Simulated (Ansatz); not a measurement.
**Effect of pressure 5 GPa on SrF2**

Start from SrF$_{2}$ in the fluorite structure (space group Fm-3m, No. 225; a = 5.7581 Å).

Perturbation: cell and atoms relaxed at a pressure of 5 GPa.

Method: PBEsol, PAW, 420 eV (Ansatz, a first-principles code; no SOC). Γ-centred 10×10×10 mesh, Fermi–Dirac width 0.05 eV.

| quantity | base | changed | shift |
|---|---|---|---|
| volume per atom | 15.91 Å³ | 14.99 Å³ | -0.92 Å³ |
| density | 4.37 g/cm³ | 4.64 g/cm³ | +0.27 g/cm³ |
| lattice parameter a | 5.758 Å | 5.645 Å | -0.113 Å |
| shortest interatomic distance | 2.493 Å | 2.444 Å | -0.049 Å |
| band gap | 6.90 eV | 7.23 eV | +0.33 eV |
| gap character | indirect, X → Γ | indirect, X → Γ | – |
| smallest direct gap | 7.00 eV | 7.32 eV | +0.32 eV |
| mean gap deformation potential ΔEg/Δln V | – | -5.5 eV | – |
| electron mass | 0.51 mₑ (at Γ) | 0.51 mₑ (at Γ) | – |
| valley order (the lowest conduction-band minima on the path, energy above the VBM, named in the base's zone) | Γ 6.90 eV; X along ⟨100⟩ 8.14 eV | Γ 7.23 eV; X along ⟨100⟩ 8.29 eV | – |

Cost of the whole job for the changed cell (relaxation, final SCF and bands): about 23 core-seconds (a rough figure).

Load acts through the strain it causes; cell and atoms are relaxed under it. Effective masses come from finite differences of ±0.01 Å⁻¹. No phonon test of stability was made. Competing high-pressure phases were not computed.
